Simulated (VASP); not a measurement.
```
CELL_PARAMETERS angstrom
      0.00000     3.11040     3.11040
      3.11040     0.00000     3.11040
      3.11040     3.11040     0.00000
ATOMIC_POSITIONS crystal
  Al 0.00000 0.00000 0.00000
  Sb 0.25000 0.25000 0.25000
```

Calculation: PBE GGA, VASP's PBE PAW potentials (set 64) (plane waves; VASP). Numerical set-up: PREC = Normal, 350 eV cut-off, 4×4×4 Γ-centred mesh, Gaussian smearing of 0.010 eV, potentials Al_GW Sb_d_GW.

Unless said otherwise, spin-orbit coupling is left out, though it shifts the bands of the heavy elements here.

### Question
Estimate the energy per atom (σ→0), band gap (on the k-mesh) with the smallest direct gap where there is one.

### Answer

band gap (on the k-mesh): 1.23 eV
smallest direct gap (on the k-mesh): 1.28 eV
energy per atom (σ→0): -4.061 eV/atom

The compound is AlSb in the zinc blende structure. This cell is one point of a volume scan, at 1.04 of the reference volume. The k-mesh is coarse (spacing up to 0.44 per Å, 2π included), so the numbers may not be converged in it.
